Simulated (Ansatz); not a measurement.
Geometry optimisation, DFT LDA, scalar-relativistic, plane waves, PAW in Ansatz 0.2.0.

Input file:

```yaml
crystal:
  lattice:
    - [2.155, 5.8525, 4.318]
    - [2.155, -5.8525, 4.318]
    - [8.62, 0.0, 0.0]
  atoms:
    - { symbol: Sn, position: [0.745, 0.505, 0.1875] }
    - { symbol: Sn, position: [0.755, 0.995, 0.0625] }
    - { symbol: Se, position: [0.981, 0.269, 0.1875] }
    - { symbol: Se, position: [0.519, 0.231, 0.0625] }
    - { symbol: Sn, position: [0.745, 0.505, 0.6875] }
    - { symbol: Sn, position: [0.755, 0.995, 0.5625] }
    - { symbol: Se, position: [0.981, 0.269, 0.6875] }
    - { symbol: Se, position: [0.519, 0.231, 0.5625] }
    - { symbol: Sn, position: [0.245, 0.005, 0.4375] }
    - { symbol: Sn, position: [0.255, 0.495, 0.3125] }
    - { symbol: Se, position: [0.481, 0.769, 0.4375] }
    - { symbol: Se, position: [0.019, 0.731, 0.3125] }
    - { symbol: Sn, position: [0.245, 0.005, 0.9375] }
    - { symbol: Sn, position: [0.255, 0.495, 0.8125] }
    - { symbol: Se, position: [0.481, 0.769, 0.9375] }
    - { symbol: Se, position: [0.019, 0.731, 0.8125] }
    - { symbol: H, position: [0.8680723, 0.3931774, 0.9459346] }
total_charge: 1
basis:
  ecutwfc: 420.0
kpoints:
  mp_grid: { grid: [2, 2, 2] }
hamiltonian:
  xc: lda
scf:
  occupations: { method: gaussian, width: 0.05 }
  lower_state_search: "off"
relax:
  f_tol: 0.03
  max_steps: 60
  adjacent_minimum: "off"
```

Launched with:

```bash
$ ansatz run input.yaml --threads 4 --pin off --max-ram 10240MiB --backend cpu --events-out ev --progress --plain --runs-dir out
```

Problem. Where does it end, and by what steps?

Solution. The run converged. Limits of this set-up: a small cell, in which the defect meets its images, charged cell in a uniform background, uncorrected. After 18 steps the energy has fallen by 1.404 eV; H17 moved furthest, 1.14 Å. Joined: Se16–H17 (2.38 → 1.54 Å).

| step | energy less start (eV) | largest force component (eV/Å) | accepted |
| --- | --- | --- | --- |
| 0 | 0.0000 | 0.671 | yes |
| 1 | -0.3355 | 0.274 | yes |
| 2 | -0.4518 | 0.534 | yes |
| 3 | -0.7007 | 1.068 | yes |
| 4 | -1.0136 | 0.491 | yes |
| 5 | -1.1749 | 0.653 | yes |
| 6 | -1.2361 | 0.270 | yes |
| 7 | -1.3004 | 0.107 | yes |
| 8 | -1.3439 | 0.129 | yes |
| 9 | -1.3684 | 0.186 | yes |
| 10 | -1.3765 | 0.172 | yes |
| 11 | -1.3813 | 0.148 | yes |
| 12 | -1.3857 | 0.048 | yes |
| 13 | -1.3881 | 0.035 | yes |
| 14 | -1.3964 | 0.077 | yes |
| 15 | -1.3989 | 0.067 | yes |
| 16 | -1.4027 | 0.047 | yes |
| 17 | -1.4019 | 0.040 | no |
| 18 | -1.4037 | 0.017 | yes |

```xyz
17
Lattice="2.1550 5.8525 4.3180 2.1550 -5.8525 4.3180 8.6200 0.0000 0.0000" Properties=species:S:1:pos:R:3
Sn 4.733 1.275 5.214
Sn 4.227 -1.496 7.684
Se 4.263 4.015 5.226
Se 2.100 1.654 3.050
Sn 8.612 1.575 5.465
Sn 8.525 -1.478 7.662
Se 8.544 4.227 5.199
Se 6.432 1.675 3.006
Sn 4.186 1.578 1.228
Sn 4.111 -1.517 3.253
Se 6.319 -1.593 5.255
Se 4.340 -4.209 3.042
Sn 8.693 1.503 1.097
Sn 8.430 -1.268 3.539
Se 10.712 -1.674 5.229
Se 8.536 -4.053 3.047
H 11.547 2.566 6.338
```

Time of the run: 70 s on 4 threads of Intel(R) Xeon(R) Platinum 8488C (Sapphire Rapids), on a shared host, peak memory 1.6 GiB.
